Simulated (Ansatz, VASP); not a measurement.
LiF: VASP beside Ansatz

The input INCAR:

```
ALGO     = Normal         # electronic algorithm
EDIFF    = 1E-6           # SCF threshold, eV
ENCUT    = 520            # plane-wave cutoff, eV
GGA      = RP             # functional
ISIF     = 2              # what is computed and relaxed
ISMEAR   = 0              # smearing method
IVDW     = 13             # dispersion correction
LASPH    = T              # aspherical terms in the spheres
LCHARG   = F              # write CHGCAR
LREAL    = F              # projectors in reciprocal space
LWAVE    = F              # write WAVECAR
NBANDS   = 12             # bands
NELM     = 100            # most SCF steps
PREC     = Accurate       # precision mode
SIGMA    = 0.05           # smearing width, eV
```

The input KPOINTS:

```
k-points
0
Gamma
  10 10 10
```

File POSCAR:

```
LiF
1.0
    0.0000000000      2.0140017468      2.0140017468
    2.0140017468      0.0000000000      2.0140017468
    2.0140017468      2.0140017468      0.0000000000
Li F
1 1
Direct
    0.0000000000      0.0000000000      0.0000000000
    0.5000000000      0.5000000000      0.5000000000
```

Input for Ansatz:

```yaml
crystal:
  lattice:
    - [0.0, 2.0140017468, 2.0140017468]
    - [2.0140017468, 0.0, 2.0140017468]
    - [2.0140017468, 2.0140017468, 0.0]
  atoms:
    - { symbol: Li, position: [0.0, 0.0, 0.0] }
    - { symbol: F, position: [0.5, 0.5, 0.5] }
basis:
  ecutwfc: 420
  ecutrho_ratio: 4
kpoints:
  mp_grid: { grid: [10, 10, 10] }
hamiltonian:
  xc: rpbe
  dispersion: d4
scf:
  occupations: { method: gaussian, width: 0.05 }
output:
  forces: true
  stress: true
  eigenvalues: true
```

Alike in both runs: task single point; functional RPBE; dispersion D4; k mesh 10 × 10 × 10; occupations gaussian, width 0.05 eV; no spin polarisation.

|  | VASP | Ansatz |
| --- | --- | --- |
| version | VASP 6.6.1 | Ansatz 0.2.0 |
| potentials or method | VASP PAW PBE potentials, release 64 (Li_sv, F) | scalar-relativistic, plane waves, PAW |
| plane-wave cutoff (eV) | 520 | 420 |
| valence electrons in the cell | 10 | 10 |

Ansatz gave:

```
gap on the k mesh at the Fermi level (eV) : 9.34
least direct gap on the mesh (eV)         : 9.34
dispersion energy (meV/atom)              : -141.9
```

Task: Estimate VASP's values.

Result: gap on the k mesh at the Fermi level (eV): 9.35; least direct gap on the mesh (eV): 9.35; dispersion energy (meV/atom): -141.9.

 A k mesh can miss the band edges. A hybrid or GW would open this gap; RPBE tends to underestimate it.
